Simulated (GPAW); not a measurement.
**Work function of B/Cu(100) at several levels**

How far do functional and basis move the work function of B/Cu(100)?

Calculated with GPAW 26.7.0; GPAW, PAW setups; slab in vacuum, relaxation, in the first sound run; inputs show where later runs differ.

### Step 1. Starting point

The cell holds 5 atoms: 4 Cu and 1 B. Its edges and angles: a = 2.553 Å, b = 2.553 Å, c = 23.575 Å, α = 90.0°, β = 90.0°, γ = 90.0°. Vacuum lies along c.

### Step 2. Relaxing the atoms

The atoms are relaxed first, since the surface dipole, and with it the work function, follows the positions of the outer layers. The lowest 2 atoms are held at bulk positions and keep their forces.

run.py

```python
import json
import numpy as np
from ase import Atoms
from ase.constraints import FixAtoms
from ase.optimize import BFGS
from gpaw import GPAW, PW

slab = Atoms(
    ['Cu', 'Cu', 'Cu', 'Cu', 'B'],
    positions=[
        [1.27633, 1.27633, 8.00000],
        [0.00000, 0.00000, 9.80500],
        [1.27633, 1.27633, 11.61000],
        [0.00000, 0.00000, 13.41500],
        [0.00000, 0.00000, 15.57500]],
    cell=[[2.55266, 0.0, 0.0], [0.0, 2.55266, 0.0], [0.0, 0.0, 23.575]],
    pbc=[True, True, False])

slab.calc = GPAW(mode=PW(500), xc='PBE', kpts={'size': (12, 12, 1), 'gamma': True},
                 occupations={'name': 'fermi-dirac', 'width': 0.1}, nbands='200%',
                 convergence={'density': 1e-05}, maxiter=200,
                 poissonsolver={'dipolelayer': 'xy'},
                 symmetry={'tolerance': 1e-3, 'extra_ids': [1, 1, 0, 0, 0]}, txt='slab.txt')
result = {}
slab.set_constraint(FixAtoms([0, 1]))
path = []
opt = BFGS(slab, maxstep=0.2)
opt.attach(lambda: path.append((slab.get_potential_energy(), slab.positions.tolist(), slab.get_forces().tolist())))
result['relaxed'] = bool(opt.run(fmax=0.03, steps=40))
result['path'] = path
energy = slab.get_potential_energy()
fermi = slab.calc.get_fermi_level()
v = slab.calc.get_electrostatic_potential().mean((0, 1)) - fermi
n = slab.calc.get_pseudo_density().mean((0, 1))
L = slab.cell[2, 2]
z = np.arange(len(v)) * L / len(v)
low, high = slab.positions[:, 2].min(), slab.positions[:, 2].max()
below, above = np.interp([low - 5.8, high + 5.8], z, v)
slopes = [np.interp(x, z, np.gradient(v, z)) for x in (low - 5.8, high + 5.8)]
eps = np.array([[slab.calc.get_eigenvalues(k, s) for k in range(len(slab.calc.get_ibz_k_points()))]
                for s in range(slab.calc.get_number_of_spins())]) - fermi
top, bottom = eps[eps < 0].max(), eps[eps > 0].min()
dipole = slab.get_dipole_moment()[2]
print(f'energy {energy:.4f} eV, Fermi level {fermi:.4f} eV, dipole {dipole:.5f} e A')
print(f'potential 5.8 A off the faces, from the Fermi level: lower {below:.4f} eV, upper {above:.4f} eV')
print(f'slope of the potential there: lower {slopes[0]:.5f}, upper {slopes[1]:.5f} eV/A')
print(f'nearest levels on the mesh: {top:.4f} and {bottom:.4f} eV')
print('magnetic moment', round(slab.get_magnetic_moment(), 3))
result.update(energy=energy, fermi=fermi, dipole=dipole, below=below, above=above, slopes=slopes, edges=[top, bottom],
              z=z.tolist(), v=v.tolist(), n=n.tolist(), positions=slab.positions.tolist(),
              forces=slab.get_forces(apply_constraint=False).tolist(), moments=slab.get_magnetic_moments().tolist())
json.dump(result, open('result.json', 'w'))
```

The run is started by

```sh
OMP_NUM_THREADS=1 OPENBLAS_NUM_THREADS=1 python run.py
```

The log of the run:

```text
Step          Energy          fmax
BFGS:    0      -17.309037        0.950340
BFGS:    1      -17.328719        0.844116
BFGS:    2      -17.371240        0.699122
BFGS:    3      -17.391065        0.190483
BFGS:    4      -17.393824        0.185132
BFGS:    5      -17.394602        0.167075
BFGS:    6      -17.395513        0.117217
BFGS:    7      -17.396349        0.051822
BFGS:    8      -17.396528        0.028516
energy -17.3651 eV, Fermi level -0.3057 eV, dipole -0.04226 e A
potential 5.8 A off the faces, from the Fermi level: lower 4.5480 eV, upper 5.7252 eV
slope of the potential there: lower -0.00008, upper -0.00004 eV/A
nearest levels on the mesh: -0.0127 and 0.0869 eV
magnetic moment 0.0
```

It took 16 min on 1 thread of Arm Neoverse V2, shared host; peak memory 0.28 GiB.

The steps of the relaxation:

```
step  energy less that of the first step (eV)  largest force (eV/Å)
   1                                   0.0000                0.9503
   2                                  -0.0197                0.8441
   3                                  -0.0624                0.6991
   4                                  -0.0820                0.1905
   5                                  -0.0848                0.1851
   6                                  -0.0856                0.1671
   7                                  -0.0864                0.1172
   8                                  -0.0872                0.0518
   9                                  -0.0874                0.0285
```

The atoms that moved most (Å):

```csv
atom,dx,dy,dz,length
Cu4,0.000,0.000,0.097,0.097
B5,0.000,0.000,-0.085,0.085
Cu3,0.000,0.000,0.033,0.033
```

Final coordinates:

```xyz
5
Lattice="2.5527 0.0000 0.0000 0.0000 2.5527 0.0000 0.0000 0.0000 23.5750" Properties=species:S:1:pos:R:3
Cu    1.2763    1.2763    8.0000
Cu    0.0000    0.0000    9.8050
Cu    1.2763    1.2763   11.6425
Cu    0.0000    0.0000   13.5118
B     0.0000    0.0000   15.4904
```

Numbers from this step:

| Property | Result |
| --- | --- |
| dipole along the normal | -0.04226 e·Å |
| levels nearest the Fermi level on the mesh | -0.01266, 0.08689 eV from the Fermi level |
| upper work function | 5.725 eV |
| lower work function | 4.548 eV |

The electrostatic potential energy of an electron (without an applied field's), less the Fermi level, planar mean oscillates, so the rows of the table below give means over windows of 1.89 Å about each position, cut where the curve ends. Its maxima inside the range that stand out by 2 % of the span (Å: eV): 8.9: -1.58, 10.8: -1.38, 12.5: -1.28, 14.6: 1.24. Its minima: 8.0: -15.8, 9.8: -16.1, 11.6: -15.9, 13.5: -16.2, 15.5: -12.1.

Electrostatic potential energy of an electron (without an applied field's), less the Fermi level, planar mean against z; means over each step:

z (Å), electrostatic potential energy of an electron (without an applied field's), less the Fermi level, planar mean (eV) and a bar from the least value:
```
     0.94        4.6 ############################
     2.83        4.5 ###########################
     4.73        4.5 ###########################
     6.62        2.1 ######################
     8.51       -7.9 
    10.40       -8.0 
    12.29       -7.8 
    14.18       -5.9 #####
    16.07       -2.1 #############
    17.96        5.6 ##############################
    19.85        5.7 ##############################
    21.74        5.7 ##############################
```

The pseudo valence density, planar mean oscillates, so the rows of the table below give means over windows of 1.89 Å about each position, cut where the curve ends. Its maxima inside the range that stand out by 2 % of the span (Å: e/Å³): 7.9: 2.02, 9.8: 2.12, 11.7: 2.08, 13.6: 2.04, 15.3: 0.277. Its minima: 8.9: 0.306, 10.8: 0.292, 12.6: 0.279, 14.5: 0.218.

Pseudo valence density, planar mean against z; means over each step:

z (Å), pseudo valence density, planar mean (e/Å³) and a bar:
```
     2.83       0.00 
     4.73       0.00 
     6.62       0.11 ####
     8.51       0.93 ##############################
    10.40       0.92 ##############################
    12.29       0.91 #############################
    14.18       0.77 #########################
    16.07       0.17 ######
    17.96       0.00 
    19.85       0.00
```

The relaxation lowered the energy of the cell by 0.0874 eV (energies extrapolated to zero smearing; the optimiser's log prints free energies). The largest force left on a free atom is 0.029 eV/Å.

### Step 3. The slab's potential

The work function is the vacuum plateau of the electrostatic potential less the Fermi level; a dipole layer lets the two faces have plateaus of their own.

This step: GPAW, PAW setups; slab in vacuum (GPAW 26.7.0).

Edit run.py of step 2 so:

```diff
@@ -3,4 +3,2 @@
 from ase import Atoms
-from ase.constraints import FixAtoms
-from ase.optimize import BFGS
 from gpaw import GPAW, PW
@@ -12,5 +10,5 @@
         [0.00000, 0.00000, 9.80500],
-        [1.27633, 1.27633, 11.61000],
-        [0.00000, 0.00000, 13.41500],
-        [0.00000, 0.00000, 15.57500]],
+        [1.27633, 1.27633, 11.64250],
+        [0.00000, -0.00000, 13.51181],
+        [0.00000, 0.00000, 15.49044]],
     cell=[[2.55266, 0.0, 0.0], [0.0, 2.55266, 0.0], [0.0, 0.0, 23.575]],
@@ -22,10 +20,4 @@
                  poissonsolver={'dipolelayer': 'xy'},
-                 symmetry={'tolerance': 1e-3, 'extra_ids': [1, 1, 0, 0, 0]}, txt='slab.txt')
+                 symmetry={'tolerance': 1e-3}, txt='slab.txt')
 result = {}
-slab.set_constraint(FixAtoms([0, 1]))
-path = []
-opt = BFGS(slab, maxstep=0.2)
-opt.attach(lambda: path.append((slab.get_potential_energy(), slab.positions.tolist(), slab.get_forces().tolist())))
-result['relaxed'] = bool(opt.run(fmax=0.03, steps=40))
-result['path'] = path
 energy = slab.get_potential_energy()
```

The log of the run:

```text
energy -17.3651 eV, Fermi level -0.3056 eV, dipole -0.04243 e A
potential 5.8 A off the faces, from the Fermi level: lower 4.5476 eV, upper 5.7251 eV
slope of the potential there: lower -0.00000, upper -0.00008 eV/A
nearest levels on the mesh: -0.0126 and 0.0869 eV
magnetic moment 0.0
```

Wall time 2.8 min (1 thread); peak memory 0.27 GiB.

This step gave:

| Property | Result |
| --- | --- |
| dipole along the normal | -0.04243 e·Å |
| levels nearest the Fermi level on the mesh | -0.01262, 0.08688 eV from the Fermi level |

Electrostatic potential energy of an electron (without an applied field's), less the Fermi level, planar mean against z:

z (Å), electrostatic potential energy of an electron (without an applied field's), less the Fermi level, planar mean (eV) and a bar from the least value:
```
      0.0        5.1 #############################
      0.5        4.5 ############################
      1.0        4.5 ############################
      1.5        4.5 ############################
      2.0        4.5 ############################
      2.5        4.5 ############################
      3.0        4.5 ############################
      3.5        4.5 ############################
      4.0        4.5 ############################
      4.5        4.5 ############################
      5.0        4.5 ############################
      5.5        4.5 ############################
      6.0        4.3 ############################
      6.5        3.8 ###########################
      7.0        1.7 #########################
      7.5       -5.6 ##############
      8.0      -15.8 
      8.5       -6.0 ##############
      9.0       -1.9 ####################
      9.5      -11.2 #######
     10.0      -13.8 ###
     10.5       -2.8 ##################
     11.0       -3.4 #################
     11.5      -14.8 ##
     12.0       -9.7 #########
     12.5       -1.4 ####################
     13.0       -6.0 ##############
     13.5      -16.1 
     14.0       -6.0 ##############
     14.5        1.1 ########################
     15.0       -2.3 ###################
     15.5      -12.0 ######
     16.0       -1.7 ####################
     16.5        3.8 ###########################
     17.0        5.2 #############################
     17.5        5.6 ##############################
     18.0        5.7 ##############################
     18.5        5.7 ##############################
     19.0        5.7 ##############################
     19.5        5.7 ##############################
     20.0        5.7 ##############################
     20.5        5.7 ##############################
     21.0        5.7 ##############################
     21.5        5.7 ##############################
     22.0        5.7 ##############################
     22.5        5.7 ##############################
     23.0        5.7 ##############################
```

The pseudo valence density, planar mean oscillates, so the rows of the table below give means over windows of 1.89 Å about each position, cut where the curve ends. Its maxima inside the range that stand out by 2 % of the span (Å: e/Å³): 7.9: 2.02, 9.8: 2.12, 11.7: 2.08, 13.6: 2.04, 15.3: 0.277. Its minima: 8.9: 0.306, 10.8: 0.292, 12.6: 0.279, 14.5: 0.218.

The pseudo valence density, planar mean by z; means over each step:

z (Å), pseudo valence density, planar mean (e/Å³) and a bar:
```
     2.83       0.00 
     4.73       0.00 
     6.62       0.11 ####
     8.51       0.93 ##############################
    10.40       0.92 ##############################
    12.29       0.91 #############################
    14.18       0.77 #########################
    16.07       0.17 ######
    17.96       0.00 
    19.85       0.00
```

Force by atom:

| atom | x (eV/Å) | y (eV/Å) | z (eV/Å) | size |
| --- | --- | --- | --- | --- |
| Cu1 | 0.0000 | 0.0000 | 0.0501 | 0.0501 |
| Cu2 | 0.0000 | 0.0000 | -0.0834 | 0.0834 |
| Cu3 | 0.0000 | 0.0000 | 0.0045 | 0.0045 |
| Cu4 | 0.0000 | 0.0000 | -0.0003 | 0.0003 |
| B5 | 0.0000 | 0.0000 | 0.0283 | 0.0283 |

The potential is flat to 8.0e-5 eV/Å where it is read, so the vacuum is wide enough.

### Step 4. OptPBE vdW: xc = "optPBE-vdW"

The same geometry under optPBE-vdW, to see how far the functional moves the levels against the vacuum (the van der Waals functionals take revPBE setups).

Edit run.py of step 3 so:

```diff
@@ -16,3 +16,3 @@
 
-slab.calc = GPAW(mode=PW(500), xc='PBE', kpts={'size': (12, 12, 1), 'gamma': True},
+slab.calc = GPAW(mode=PW(500), xc='optPBE-vdW', kpts={'size': (12, 12, 1), 'gamma': True},
                  occupations={'name': 'fermi-dirac', 'width': 0.1}, nbands='200%',
```

The log of the run:

```text
energy -61.4837 eV, Fermi level -0.3798 eV, dipole -0.04186 e A
potential 5.8 A off the faces, from the Fermi level: lower 4.7023 eV, upper 5.8640 eV
slope of the potential there: lower -0.00005, upper -0.00009 eV/A
nearest levels on the mesh: -0.0366 and 0.0282 eV
magnetic moment 0.0
```

It took 2.9 min on 1 thread; peak memory 0.4 GiB.

Numbers from this step:

```
dipole along the normal                    : -0.04186 e·Å
levels nearest the Fermi level on the mesh : -0.03661, 0.02822 eV from the Fermi level
upper work function                        : 5.864 eV
lower work function                        : 4.702 eV
```

Electrostatic potential energy of an electron (without an applied field's), less the Fermi level, planar mean against z:

z (Å), electrostatic potential energy of an electron (without an applied field's), less the Fermi level, planar mean (eV) and a bar from the least value:
```
      0.0        5.3 #############################
      0.5        4.7 ############################
      1.0        4.7 ############################
      1.5        4.7 ############################
      2.0        4.7 ############################
      2.5        4.7 ############################
      3.0        4.7 ############################
      3.5        4.7 ############################
      4.0        4.7 ############################
      4.5        4.7 ############################
      5.0        4.7 ############################
      5.5        4.6 ############################
      6.0        4.4 ############################
      6.5        3.8 ###########################
      7.0        1.7 ########################
      7.5       -5.6 ##############
      8.0      -15.7 
      8.5       -6.0 ##############
      9.0       -2.0 ###################
      9.5      -11.2 #######
     10.0      -13.8 ###
     10.5       -2.8 ##################
     11.0       -3.5 #################
     11.5      -14.7 ##
     12.0       -9.7 #########
     12.5       -1.5 ####################
     13.0       -6.0 ##############
     13.5      -16.1 
     14.0       -6.0 ##############
     14.5        1.0 #######################
     15.0       -2.3 ###################
     15.5      -11.9 ######
     16.0       -1.7 ####################
     16.5        3.8 ###########################
     17.0        5.3 #############################
     17.5        5.7 ##############################
     18.0        5.8 ##############################
     18.5        5.9 ##############################
     19.0        5.9 ##############################
     19.5        5.9 ##############################
     20.0        5.9 ##############################
     20.5        5.9 ##############################
     21.0        5.9 ##############################
     21.5        5.9 ##############################
     22.0        5.9 ##############################
     22.5        5.9 ##############################
     23.0        5.9 ##############################
```

The pseudo valence density, planar mean oscillates, so the rows of the table below give means over windows of 1.89 Å about each position, cut where the curve ends. Its maxima inside the range that stand out by 2 % of the span (Å: e/Å³): 7.9: 2.03, 9.8: 2.13, 11.7: 2.09, 13.6: 2.05, 15.3: 0.278. Its minima: 8.9: 0.302, 10.8: 0.288, 12.6: 0.276, 14.5: 0.214.

The pseudo valence density, planar mean by z; means over each step:

| z (Å) | pseudo valence density, planar mean (e/Å³) |
| --- | --- |
| 2.83 | 9.3e-6 |
| 4.73 | 8.5e-4 |
| 6.62 | 0.110 |
| 8.51 | 0.928 |
| 10.40 | 0.924 |
| 12.29 | 0.907 |
| 14.18 | 0.771 |
| 16.07 | 0.171 |
| 17.96 | 0.00419 |
| 19.85 | 2.4e-5 |

Force by atom:

```csv
atom,x (eV/Å),y (eV/Å),z (eV/Å),size
Cu1,0.000,0.000,-0.260,0.260
Cu2,0.000,0.000,-0.043,0.043
Cu3,0.000,0.000,0.018,0.018
Cu4,0.000,0.000,0.022,0.022
B5,0.000,0.000,0.264,0.264
```

The upper face's work function is 5.864 eV, against 5.725 eV in the first plane-wave PBE run at this geometry.

### Step 5. Self-consistent run: xc = "LDA"

The same geometry under LDA, to see how far the functional moves the levels against the vacuum.

Edit run.py of step 4 so:

```diff
@@ -16,3 +16,3 @@
 
-slab.calc = GPAW(mode=PW(500), xc='optPBE-vdW', kpts={'size': (12, 12, 1), 'gamma': True},
+slab.calc = GPAW(mode=PW(500), xc='LDA', kpts={'size': (12, 12, 1), 'gamma': True},
                  occupations={'name': 'fermi-dirac', 'width': 0.1}, nbands='200%',
```

The log of the run:

```text
energy -21.4073 eV, Fermi level -0.6268 eV, dipole -0.03658 e A
potential 5.8 A off the faces, from the Fermi level: lower 4.9070 eV, upper 5.9224 eV
slope of the potential there: lower 0.00003, upper -0.00010 eV/A
nearest levels on the mesh: -0.0035 and 0.0887 eV
magnetic moment 0.0
```

It took 2.7 min on 1 thread; peak memory 0.27 GiB.

Numbers from this step:

- dipole along the normal: -0.03658 e·Å
- levels nearest the Fermi level on the mesh: -0.003464, 0.08866 eV from the Fermi level
- upper work function: 5.922 eV
- lower work function: 4.907 eV

The upper face's work function is 5.922 eV, against 5.725 eV in the first plane-wave PBE run at this geometry.

### Step 6. Self-consistent run: xc = "vdW-DF2"

The same geometry under vdW-DF2, to see how far the functional moves the levels against the vacuum (the van der Waals functionals take revPBE setups).

Edit run.py of step 5 so:

```diff
@@ -16,3 +16,3 @@
 
-slab.calc = GPAW(mode=PW(500), xc='LDA', kpts={'size': (12, 12, 1), 'gamma': True},
+slab.calc = GPAW(mode=PW(500), xc='vdW-DF2', kpts={'size': (12, 12, 1), 'gamma': True},
                  occupations={'name': 'fermi-dirac', 'width': 0.1}, nbands='200%',
```

The log of the run:

```text
energy -246.7416 eV, Fermi level -0.4574 eV, dipole -0.03930 e A
potential 5.8 A off the faces, from the Fermi level: lower 4.9155 eV, upper 6.0064 eV
slope of the potential there: lower -0.00041, upper 0.00007 eV/A
nearest levels on the mesh: -0.0010 and 0.0895 eV
magnetic moment 0.0
```

Elapsed: 5.5 min, on 1 thread; peak memory 0.4 GiB.

This step gave:

* dipole along the normal: -0.03930 e·Å
* levels nearest the Fermi level on the mesh: -9.61e-4, 0.08954 eV from the Fermi level
* upper work function: 6.006 eV
* lower work function: 4.916 eV

The upper face's work function is 6.006 eV, against 5.725 eV in the first plane-wave PBE run at this geometry.

(Continued in part 2 of 2.)

[Logs are printed without paths, hosts, clocks, repeated set-up lines and the standing remarks that a program may print on its own settings, such as how far it seeks lower states.]

[Hosts, paths, dates, database ids (printed as entryN), source tags and the programs' standing remarks are cut or masked in the printed files.]
